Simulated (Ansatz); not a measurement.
Theory: DFT PBE, scalar-relativistic, plane waves, PAW in Ansatz 0.2.0. Settings: cutoff 420 eV, Γ-centred meshes spaced at most about 0.3 Å⁻¹, and about 0.25 Å⁻¹ or finer for metals (2π included), Gaussian smearing. No spin polarisation.

These are static total energies at zero pressure.

Two relaxed structures of In6As:

A.

```
In As
1.0
     4.66408    0.00000    0.00000
     0.00000    4.66408    0.00000
     0.00000    0.00000   18.00719
In As
12 2
Cartesian
  2.3320 2.3320 9.0036
  0.0000 0.0000 9.0036
  2.3320 0.0000 11.5280
  0.0000 2.3320 11.5547
  2.3320 2.3320 0.0000
  0.0000 0.0000 0.0000
  2.3320 2.3320 14.1005
  0.0000 0.0000 14.1005
  0.0000 0.0000 3.9067
  2.3320 2.3320 3.9067
  0.0000 2.3320 6.4792
  2.3320 0.0000 6.4525
  2.3320 0.0000 16.2664
  0.0000 2.3320 1.7408
```

B.

```
In As
1.0
     0.00000    4.62111    4.62111
     4.62111    0.00000    4.62111
     4.62111    4.62111    0.00000
In As
6 1
Direct
  0.50000 0.50000 0.00000
  0.50000 0.00000 0.50000
  0.00000 0.00000 0.50000
  0.00000 0.50000 0.00000
  0.00000 0.50000 0.50000
  0.50000 0.00000 0.00000
  0.00000 0.00000 0.00000
```

Question: Which form is favoured at zero pressure, and by what margin per atom?

Answer: A is lower, by 65 meV/atom. A has space group P4/nmm (No. 129), 28.0 Å³/atom and no gap on its mesh; B has space group Fm-3m (No. 225), 28.2 Å³/atom and no gap. Counting In atoms around As (those within 1.25 times the shortest such distance or 1.15 times the sum of covalent radii; a plus sign parts nearer from farther groups; the shortest distance is added where it is long for a bond), A has As 4+4 and B has As 12 from 3.3 Å. In A, In on a site of symmetry -4m2 is surrounded by 12 In at 3.30–3.46 Å; around In on a site of symmetry 4mm lie 12 In at 3.30–3.47 Å; As is surrounded by 4 In at 2.91 Å and 4 In at 3.18 Å; 3 more sites not described. In B, In has 8 In at 3.27 Å and 2 As at 3.27 Å; As has 12 In at 3.27 Å. Both come from invented guesses. The lowest form computed isn't among them: it has space group R-3 (No. 148), 27.3 Å³/atom and lies 5 meV/atom below the best shown.

Cells relaxed within their symmetry can be saddle points. Some structure types and database cells were kept out of the candidates from the start, so a known form may be missing.
